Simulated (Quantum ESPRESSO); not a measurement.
# Pt (Fm-3m) in Quantum ESPRESSO: further runs, part 3 of 3

Quantum ESPRESSO 7.5. Earlier steps stand in the parts before.

## 4. Phonons, LDA

Contents of pw.in:

```
&CONTROL
  calculation = 'scf'
  prefix = 'pwscf'
  outdir = './tmp'
  pseudo_dir = './pseudo'
  tprnfor = .true.
  tstress = .true.
  disk_io = 'low'
/
&SYSTEM
  ibrav = 0
  A = 2.77313137
  nat = 1
  ntyp = 1
  ecutwfc = 31
  ecutrho = 252
  nbnd = 14
  occupations = 'smearing'
  smearing = 'mv'
  degauss = 0.01999163
/
&ELECTRONS
  conv_thr = 2d-10
  electron_maxstep = 120
  mixing_beta = 0.5
/
ATOMIC_SPECIES
Pt   195.0840 pt_lda_v1.4.uspp.F.UPF
CELL_PARAMETERS alat
   0.0000000000    0.7071067823    0.7071067823
   0.7071067823    0.0000000000    0.7071067823
   0.7071067823    0.7071067823    0.0000000000
ATOMIC_POSITIONS alat
Pt     0.0000000000    0.0000000000    0.0000000000
K_POINTS automatic
12 12 12 0 0 0
```

Contents of relax.in:

```
&CONTROL
  calculation = 'vc-relax'
  prefix = 'pwscf'
  outdir = './tmp'
  pseudo_dir = './pseudo'
  tprnfor = .true.
  tstress = .true.
  disk_io = 'low'
  nstep = 40
  forc_conv_thr = 0.0001
  etot_conv_thr = 1d-06
/
&SYSTEM
  ibrav = 0
  A = 2.77313137
  nat = 1
  ntyp = 1
  ecutwfc = 31
  ecutrho = 252
  nbnd = 14
  occupations = 'smearing'
  smearing = 'mv'
  degauss = 0.01999163
/
&ELECTRONS
  conv_thr = 2d-10
  electron_maxstep = 120
  mixing_beta = 0.5
/
&IONS
  ion_dynamics = 'bfgs'
/
&CELL
  cell_dynamics = 'bfgs'
  press = 0
  press_conv_thr = 0.2
/
ATOMIC_SPECIES
Pt   195.0840 pt_lda_v1.4.uspp.F.UPF
CELL_PARAMETERS alat
   0.0000000000    0.7071067823    0.7071067823
   0.7071067823    0.0000000000    0.7071067823
   0.7071067823    0.7071067823    0.0000000000
ATOMIC_POSITIONS alat
Pt     0.0000000000    0.0000000000    0.0000000000
K_POINTS automatic
12 12 12 0 0 0
```

Contents of scf2.in:

```
&CONTROL
  calculation = 'scf'
  prefix = 'pwscf'
  outdir = './tmp'
  pseudo_dir = './pseudo'
  tprnfor = .true.
  tstress = .true.
  disk_io = 'low'
/
&SYSTEM
  ibrav = 0
  A = 2.74840252
  nat = 1
  ntyp = 1
  ecutwfc = 31
  ecutrho = 252
  nbnd = 14
  occupations = 'smearing'
  smearing = 'mv'
  degauss = 0.01999163
/
&ELECTRONS
  conv_thr = 1d-13
  electron_maxstep = 120
  mixing_beta = 0.5
  startingpot = 'file'
  startingwfc = 'file'
/
ATOMIC_SPECIES
Pt   195.0840 pt_lda_v1.4.uspp.F.UPF
CELL_PARAMETERS alat
   0.0000000000    0.7071067821    0.7071067821
   0.7071067821    0.0000000000    0.7071067821
   0.7071067821    0.7071067821    0.0000000000
ATOMIC_POSITIONS alat
Pt     0.0000000000    0.0000000000    0.0000000000
K_POINTS automatic
12 12 12 0 0 0
```

Contents of ph.in:

```
phonons of Pt
&INPUTPH
  prefix = 'pwscf'
  outdir = './tmp'
  tr2_ph = 1d-18
  fildyn = 'dyn'
  niter_ph = 90
  alpha_mix(1) = 0.4
/
0.5303300859 0.5303300859 -0.0000000000
```

Contents of relax_v0.99.in:

```
&CONTROL
  calculation = 'relax'
  prefix = 'pwscf'
  outdir = './tmp'
  pseudo_dir = './pseudo'
  tprnfor = .true.
  tstress = .true.
  disk_io = 'low'
  nstep = 30
  forc_conv_thr = 0.0001
  etot_conv_thr = 1d-06
/
&SYSTEM
  ibrav = 0
  A = 2.73921047
  nat = 1
  ntyp = 1
  ecutwfc = 31
  ecutrho = 252
  nbnd = 14
  occupations = 'smearing'
  smearing = 'mv'
  degauss = 0.01999163
/
&ELECTRONS
  conv_thr = 1d-13
  electron_maxstep = 120
  mixing_beta = 0.5
/
&IONS
  ion_dynamics = 'bfgs'
/
ATOMIC_SPECIES
Pt   195.0840 pt_lda_v1.4.uspp.F.UPF
CELL_PARAMETERS alat
   0.0000000000    0.7071067820    0.7071067820
   0.7071067820    0.0000000000    0.7071067820
   0.7071067820    0.7071067820    0.0000000000
ATOMIC_POSITIONS alat
Pt     0.0000000000    0.0000000000    0.0000000000
K_POINTS automatic
12 12 12 0 0 0
```

Contents of ph_v0.99.in:

```
phonons at 0.99 of the volume
&INPUTPH
  prefix = 'pwscf'
  outdir = './tmp'
  tr2_ph = 1d-18
  fildyn = 'dyn_v0.99'
  niter_ph = 90
  alpha_mix(1) = 0.4
/
0.5303300859 0.5303300859 0.0000000000
```

Contents of relax_v1.01.in:

```
&CONTROL
  calculation = 'relax'
  prefix = 'pwscf'
  outdir = './tmp'
  pseudo_dir = './pseudo'
  tprnfor = .true.
  tstress = .true.
  disk_io = 'low'
  nstep = 30
  forc_conv_thr = 0.0001
  etot_conv_thr = 1d-06
/
&SYSTEM
  ibrav = 0
  A = 2.7575335
  nat = 1
  ntyp = 1
  ecutwfc = 31
  ecutrho = 252
  nbnd = 14
  occupations = 'smearing'
  smearing = 'mv'
  degauss = 0.01999163
/
&ELECTRONS
  conv_thr = 1d-13
  electron_maxstep = 120
  mixing_beta = 0.5
/
&IONS
  ion_dynamics = 'bfgs'
/
ATOMIC_SPECIES
Pt   195.0840 pt_lda_v1.4.uspp.F.UPF
CELL_PARAMETERS alat
   0.0000000000    0.7071067801    0.7071067801
   0.7071067801    0.0000000000    0.7071067801
   0.7071067801    0.7071067801    0.0000000000
ATOMIC_POSITIONS alat
Pt     0.0000000000    0.0000000000    0.0000000000
K_POINTS automatic
12 12 12 0 0 0
```

Contents of ph_v1.01.in:

```
phonons at 1.01 of the volume
&INPUTPH
  prefix = 'pwscf'
  outdir = './tmp'
  tr2_ph = 1d-18
  fildyn = 'dyn_v1.01'
  niter_ph = 90
  alpha_mix(1) = 0.4
/
0.5303300859 0.5303300859 -0.0000000000
```

Potentials or basis: GBRV 1.5 LDA.

On the command line:

```
$ OMP_NUM_THREADS=1 pw.x -in pw.in > pw.out
$ OMP_NUM_THREADS=1 pw.x -in relax.in > relax.out
$ OMP_NUM_THREADS=1 pw.x -in scf2.in > scf2.out
$ OMP_NUM_THREADS=1 ph.x -in ph.in > ph.out
$ OMP_NUM_THREADS=1 pw.x -in relax_v0.99.in > relax_v0.99.out
$ OMP_NUM_THREADS=1 ph.x -in ph_v0.99.in > ph_v0.99.out
$ OMP_NUM_THREADS=1 pw.x -in relax_v1.01.in > relax_v1.01.out
$ OMP_NUM_THREADS=1 ph.x -in ph_v1.01.in > ph_v1.01.out
```

pw.out:

```text
This program is part of the open-source Quantum ESPRESSO suite
     for quantum simulation of materials; please cite
[... 9 lines left out ...]
     --------------------
     sticks:   dense  smooth     PW     G-vecs:    dense   smooth      PW
     Sum         475     241     85                 6855     2421     531

     Using Slab Decomposition

     bravais-lattice index     =            0
     lattice parameter (alat)  =       5.2405  a.u.
     unit-cell volume          =     101.7637 (a.u.)^3
     number of atoms/cell      =            1
     number of atomic types    =            1
     number of electrons       =        16.00
     number of Kohn-Sham states=           14
     kinetic-energy cutoff     =      31.0000  Ry
     charge density cutoff     =     252.0000  Ry
     scf convergence threshold =      2.0E-10
     mixing beta               =       0.5000
     number of iterations used =            8  plain     mixing
     Exchange-correlation=  SLA  PZ   NOGX NOGC
                           (   1   1   0   0   0   0   0)

     celldm(1)=   5.240459  celldm(2)=   0.000000  celldm(3)=   0.000000
     celldm(4)=   0.000000  celldm(5)=   0.000000  celldm(6)=   0.000000

[... 8 lines left out ...]
               b(3) = (  0.707107  0.707107 -0.707107 )

     PseudoPot. # 1 for Pt read from file:
     pt_lda_v1.4.uspp.F.UPF
     Pseudo is Ultrasoft + core correction, Zval = 16.0
     Generated by new atomic code, or converted to UPF format
[... 98 lines left out ...]

     Initial potential from superposition of free atoms

     starting charge      15.5000, renormalised to      16.0000

     negative rho (up, down):  1.869E-01 0.000E+00
     Starting wfcs are   12 randomized atomic wfcs +    2 random wfcs

     Self-consistent Calculation

     iteration #  1     ecut=    31.00 Ry     beta= 0.50
     Davidson diagonalization with overlap
     ethr =  1.00E-02,  avg # of iterations =  4.2

     negative rho (up, down):  1.740E-01 0.000E+00
[... 58 lines left out ...]
     iteration #  8     ecut=    31.00 Ry     beta= 0.50
     Davidson diagonalization with overlap
     ethr =  1.50E-12,  avg # of iterations =  3.1

     negative rho (up, down):  1.733E-01 0.000E+00

     End of self-consistent calculation

          k = 0.0000 0.0000 0.0000 (   307 PWs)   bands (ev):

   -30.3576 -30.3576 -30.3576  11.9107  18.4089  18.4089  18.4089  20.6026
    20.6026  36.8653  41.7666  41.7666  41.7666  47.2042
[... 308 lines left out ...]
   -30.7229 -30.6369 -30.5101  16.0975  16.7842  19.0259  20.7489  22.2566
    28.1178  29.0921  32.1783  36.0237  43.3000  48.6725

          k =-0.7071 0.1179-0.0000 (   300 PWs)   bands (ev):

   -30.7881 -30.5546 -30.5371  15.3942  15.8074  21.0518  21.8428  22.7210
    25.8126  30.3033  33.2406  33.9391  43.5554  45.6070

          k =-0.2357-0.4714 0.7071 (   296 PWs)   bands (ev):
[... 36 lines left out ...]
   -30.6720 -30.6720 -30.5397  16.5485  17.6432  17.6432  20.2165  22.7258
    29.2145  30.4686  30.4686  34.3023  46.7259  46.7259

     the Fermi energy is    22.2532 ev

!    total energy              =    -210.80214440 Ry
     estimated scf accuracy    <          1.5E-11 Ry
     smearing contrib. (-TS)   =      -0.00010521 Ry
     internal energy E=F+TS    =    -210.80203919 Ry

     The total energy is F=E-TS. E is the sum of the following terms:
     one-electron contribution =     -20.11843584 Ry
     hartree contribution      =      24.48380685 Ry
     xc contribution           =     -56.79412283 Ry
     ewald contribution        =    -158.37328737 Ry

     convergence has been achieved in   8 iterations

     negative rho (up, down):  1.733E-01 0.000E+00

     Forces acting on atoms (cartesian axes, Ry/au):

     atom    1 type  1   force =     0.00000000    0.00000000    0.00000000

     Total force =     0.000000     Total SCF correction =     0.000000

     Computing stress (Cartesian axis) and pressure

     negative rho (up, down):  1.733E-01 0.000E+00
          total   stress  (Ry/bohr**3)                   (kbar)     P=      -87.00
  -0.00059144   0.00000000  -0.00000000          -87.00        0.00       -0.00
   0.00000000  -0.00059144   0.00000000            0.00      -87.00        0.00
  -0.00000000   0.00000000  -0.00059144           -0.00        0.00      -87.00

=------------------------------------------------------------------------------=
   JOB DONE.
=------------------------------------------------------------------------------=
```

scf2.out:

```text
This program is part of the open-source Quantum ESPRESSO suite
     for quantum simulation of materials; please cite
[... 9 lines left out ...]
     --------------------
     sticks:   dense  smooth     PW     G-vecs:    dense   smooth      PW
     Sum         475     235     85                 6735     2277     531
[... 551 lines left out ...]
  -0.00005608   0.00000000  -0.00000000           -8.25        0.00       -0.00
   0.00000000  -0.00005608  -0.00000000            0.00       -8.25       -0.00
  -0.00000000  -0.00000000  -0.00005608           -0.00       -0.00       -8.25

=------------------------------------------------------------------------------=
   JOB DONE.
=------------------------------------------------------------------------------=
```

Run time: 5.2 min. Hardware: 1 thread of AMD EPYC 9R45 (Zen 5), shared host; peak memory 0.09 GiB.

These settings aren't checked as converged (typed here: ecut_scale = 0.7): the numbers below hold their error.

Results:

```yaml
Free_energy: -2868.1163 eV
Relaxed_volume: 14.68 Å³/atom
Relaxed_cell: a = 2.748 Å, b = 2.748 Å, c = 2.748 Å, α = 60.00°, β = 60.00°, γ = 60.00°
Space_group_after_relaxing_to_0.05_Å: Fm-3m (No. 225)
Pressure_after_relaxing: -0.8 GPa
Band_gap_on_the_k_mesh: none (metal or under the smearing width)
Highest_phonon_frequency_at_the_q_point_run: 207 cm⁻¹
```

Caveat: the cutoff lies well under what these potentials need, so the values aren't converged; the q point doesn't lie on the k mesh, which can shift a metal's frequencies strongly unless the mesh is converged.
